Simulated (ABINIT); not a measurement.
The system is BN.

```
N B
1.0
     0.00000    1.81300    1.81300
     1.81300    0.00000    1.81300
     1.81300    1.81300    0.00000
N B
1 1
Direct
  0.25000 0.25000 0.25000
  0.00000 0.00000 0.00000
```

The cell is a database's computed one.

Base run:

```yaml
Program: ABINIT 10.8.3 (patched build)
Functional: BLYP
Potentials_or_basis: JTH PAW PBE v2.0
Cutoff: 680 eV
k_mesh: 13 × 13 × 13
Occupations: fermi-dirac, width 0.05 eV
Spin: no spin polarisation
```

Its results: band gap on the k mesh 4.93 eV, indirect (least direct gap 8.87 eV).

Q: The run is repeated on the same cell with these changes: functional from BLYP to AM05. What comes out?

A: Band gap on the k mesh 4.35 eV, indirect (least direct gap 8.68 eV).

Caveats: an odd mesh through Γ misses points on the zone boundary, where band edges often lie.
